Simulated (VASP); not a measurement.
## InSe: single point with TB-mBJ

InSe:

```
In Se
1.0
     4.03211    0.00000    0.00000
    -2.01605    3.49191    0.00000
     0.00000    0.00000   16.74723
In Se
4 4
Direct
  0.33333 0.66667 0.16660
  0.66667 0.33333 0.66660
  0.33333 0.66667 0.33340
  0.66667 0.33333 0.83340
  0.33333 0.66667 0.58966
  0.66667 0.33333 0.08966
  0.33333 0.66667 0.91034
  0.66667 0.33333 0.41034
```

The cell was built by a generator and needn't be a form met in nature.

* Program: VASP 6.6.1
* Task: single point
* Functional: TB-mBJ
* Potentials or basis: VASP PAW PBE potentials, release 64 (In_d, Se)
* Cutoff: 400 eV
* k mesh: 12 × 12 × 2
* Occupations: gaussian, width 0.02 eV
* Spin: no spin polarisation
* Further INCAR settings: ALGO = Normal; EDIFF = 1e-06

```yaml
Band_gap_on_the_k_mesh: 1.16 eV, direct
```

Levels at points of the mesh, in eV from the valence-band top:
| k point | band 36 | band 37 | band 38 | band 39 | band 40 | band 41 |
| --- | --- | --- | --- | --- | --- | --- |
| (0.00, 0.00, 0.00) | -1.19 | -1.19 | 0.00 | 1.16 | 2.26 | 2.83 |
| (0.50, 0.00, 0.00) | -2.00 | -1.89 | -1.25 | 1.69 | 1.81 | 2.34 |
| (0.00, 0.00, 0.50) | -1.22 | -0.72 | -0.72 | 1.80 | 1.80 | 2.85 |
| (0.50, 0.00, 0.50) | -2.07 | -1.56 | -1.56 | 1.96 | 1.96 | 2.17 |

Run time: 20 min on 1 thread of Intel(R) Xeon(R) Platinum 8488C (Sapphire Rapids) (shared host), peak memory 0.43 GiB.

Caveat: spin-orbit coupling is left out, which moves the levels of the heavy elements. A k mesh can miss the band edges.
